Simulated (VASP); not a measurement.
Sn: single point with r2SCAN

The system is Sn.

```
Sn
1.0
     4.33274    0.00000    0.00000
    -2.16637    3.75226    0.00000
     0.00000    0.00000    5.25799
Sn
3
Direct
  0.33336 0.00000 0.33333
  0.00000 0.33336 0.66667
  0.66664 0.66664 0.00000
```

The cell was built by a generator and needn't be a form met in nature.

```yaml
Program: VASP 6.6.1
Task: single point
Functional: r2SCAN
Potentials_or_basis: VASP PAW PBE potentials, release 64 (Sn_d)
Cutoff: 520 eV
k_mesh: 6 × 6 × 4
Occupations: gaussian, width 0.1 eV
Spin: no spin polarisation
Dipole_correction: no
Further_INCAR_settings: ALGO = Normal; EDIFF = 1e-07; NBANDS = 28
```

```
Pressure               : 0.0 GPa
Band gap on the k mesh : none (metal or under the smearing width)
```

Levels at points of the mesh, in eV from the Fermi level:
```csv
k point,band 17,band 18,band 19,band 20,band 21,band 22,band 23,band 24,band 25,band 26
"(0.00, 0.00, 0.00)",-5.61,-5.61,0.54,0.54,0.54,0.54,2.41,2.41,5.84,5.87
"(0.50, 0.00, 0.00)",-8.41,-4.39,-2.26,-2.17,-1.35,-1.35,3.33,3.91,3.91,4.79
"(0.00, 0.00, 0.50)",-9.76,-0.20,0.20,0.20,0.33,2.63,2.63,2.63,2.63,3.63
"(0.50, 0.00, 0.50)",-7.03,-7.03,-4.73,-0.61,-0.61,0.34,0.34,5.78,5.78,7.60
```

It took 100 s on 1 thread of Intel(R) Xeon(R) Platinum 8488C (Sapphire Rapids), on a shared host, peak memory 0.22 GiB.

Caveat: the PAW data sets were made with another functional, which shifts forces and pressure a little.
